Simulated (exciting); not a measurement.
# Ir (Fm-3m) in exciting: a series of runs, part 2 of 2

exciting (release sodium). Earlier steps stand in the parts before.

**4. Single point, PBE**

The input, input.xml:

```xml
<input>
  <title>Ir</title>
  <structure speciespath="./" tshift="false">
    <crystal scale="1">
      <basevect>0.000000000000 3.619959364333 3.619959364333</basevect>
      <basevect>3.619959364333 0.000000000000 3.619959364333</basevect>
      <basevect>3.619959364333 3.619959364333 0.000000000000</basevect>
    </crystal>
    <species speciesfile="Ir.xml" rmt="2.3">
      <atom coord="0.000000000000 0.000000000000 0.000000000000"/>
    </species>
  </structure>
  <groundstate do="fromscratch" ngridk="12 12 12" rgkmax="9" gmaxvr="14" lmaxapw="10" lmaxmat="10" lmaxvr="8" xctype="GGA_PBE" stype="Gaussian" swidth="0.00055124" nempty="12" ValenceRelativity="iora*" epsengy="1e-05" epspot="1e-05" maxscl="60" tforce="true" outputlevel="low"/>
</input>
```

Potentials or basis: all-electron LAPW+lo, shipped species files, valence relativity iora*.

Started as:

```bash
$ OMP_NUM_THREADS=1 exciting_smp
```

INFO.OUT:

```text
================================================================================
EXCITING SODIUM started
[... 10 lines left out ...]

 Lattice vectors (cartesian) :
      0.0000000000      3.6199593643      3.6199593643
      3.6199593643      0.0000000000      3.6199593643
      3.6199593643      3.6199593643      0.0000000000

 Reciprocal lattice vectors (cartesian) :
     -0.8678530164      0.8678530164      0.8678530164
      0.8678530164     -0.8678530164      0.8678530164
      0.8678530164      0.8678530164     -0.8678530164

 Unit cell volume                           :      94.8726609997
 Brillouin zone volume                      :       2.6145594614

 Species :    1 (Ir)
     parameters loaded from                 :    Ir.xml
     name                                   :    iridium

     atomic positions (lattice) :
[... 7 lines left out ...]
 Number of crystal symmetries               :      48

 k-point grid                               :      12   12   12
 Total number of k-points                   :      72
 k-point set is reduced with crystal symmetries

 R^MT_min * |G+k|_max (rgkmax)              :       9.00000000

 G-vector grid sizes                        :      24    24    24
 Total number of G-vectors                  :    4477

 Total nuclear charge                       :     -77.00000000
 Total electronic charge                    :      77.00000000

 Number of empty states                     :      12
 Total number of valence states             :      27

 Exchange-correlation type                  :      20
     Perdew-Burke-Ernzerhof, Phys. Rev. Lett. 77, 3865 (1996)
     Generalised gradient approximation (GGA)

 Smearing scheme                            :    Gaussian
 Smearing width                             :       0.00055124

++++++++++++++++++++++++++++++++++++++++++++++++++++++++++++++++++++++++++++++++
+ Ending initialization                                                        +
++++++++++++++++++++++++++++++++++++++++++++++++++++++++++++++++++++++++++++++++

********************************************************************************
* Groundstate module started                                                   *
********************************************************************************
 Output level for this task is set to low

++++++++++++++++++++++++++++++++++++++++++++++++++++++++++++++++++++++++++++++++
[... 5 lines left out ...]
+ SCF iteration number :    1                                                  +
++++++++++++++++++++++++++++++++++++++++++++++++++++++++++++++++++++++++++++++++
 Total energy                               :    -17846.11328278
 _______________________________________________________________
 Fermi energy                               :         0.62481726
 DOS at Fermi energy (states/Ha/cell)       :        63.77868042
 Electron charge: Core leakage              :         0.00314158

++++++++++++++++++++++++++++++++++++++++++++++++++++++++++++++++++++++++++++++++
+ SCF iteration number :    2                                                  +
++++++++++++++++++++++++++++++++++++++++++++++++++++++++++++++++++++++++++++++++
 Total energy                               :    -17853.48983498
 _______________________________________________________________
 Fermi energy                               :         0.60965846
 DOS at Fermi energy (states/Ha/cell)       :        50.96748707
 Electron charge: Core leakage              :         0.00306055
[... 169 lines left out ...]
 RMS change in effective potential (target) :  0.889743E-08  ( 0.100000E-04)
 Absolute change in total energy   (target) :  0.203099E-05  ( 0.100000E-04)
 Charge distance                   (target) :  0.934726E-09  ( 0.100000E-04)
 Abs. change in max-nonIBS-force   (target) :   0.00000      ( 0.500000E-04)

++++++++++++++++++++++++++++++++++++++++++++++++++++++++++++++++++++++++++++++++
| Convergency criteria checked for the last 2 iterations                       +
| Convergence targets achieved. Performing final SCF iteration                 +
++++++++++++++++++++++++++++++++++++++++++++++++++++++++++++++++++++++++++++++++
 Total energy                               :    -17858.13494548
 _______________________________________________________________
 Fermi energy                               :         0.58486121
 DOS at Fermi energy (states/Ha/cell)       :        33.59775509
 Electron charge: Core leakage              :         0.00299011

++++++++++++++++++++++++++++++++++++++++++++++++++++++++++++++++++++++++++++++++
+ Self-consistent loop stopped                                                 +
++++++++++++++++++++++++++++++++++++++++++++++++++++++++++++++++++++++++++++++++
 STATE.OUT is written

--------------------------------------------------------------------------------
- Writing atomic positions and forces                                          -
--------------------------------------------------------------------------------

 Atomic positions (lattice) :
 atom     1  Ir  :     0.00000000    0.00000000    0.00000000

 Total atomic forces including IBS (cartesian) :
 atom     1  Ir  :     0.00000000    0.00000000    0.00000000

 Atomic force components including IBS (cartesian) :
 atom     1  Ir  :     0.00000000    0.00000000    0.00000000   HF force
                 :     0.00000000    0.00000000    0.00000000   core correction
                 :     0.00000000    0.00000000    0.00000000   IBS correction

********************************************************************************
[... 7 lines left out ...]
| EXCITING SODIUM stopped                                                      =
================================================================================
```

Run time: 29 s. Hardware: 1 thread of Arm Neoverse V2, shared host; peak memory 0.09 GiB.

What came out:

```
Free energy            : -485944.6078 eV
Band gap on the k mesh : none (metal or under the smearing width)
```

**5. Overview**

| smearing | outputlevel | gap on the mesh (eV) |
| --- | --- | --- |
| gaussian 0.013 eV | normal | none |
| gaussian 0.014 eV | low | none |
| gaussian 0.015 eV | low | none |

Alike in all rows: task single point; level PBE; potentials or basis all-electron LAPW+lo, shipped species files, valence relativity iora*; no spin polarisation; cell as given; k mesh 12 × 12 × 12; rgkmax 9.

Every run on the cell as given and a fine mesh finds a metal.

Compare energies only between runs with the same functional and basis.
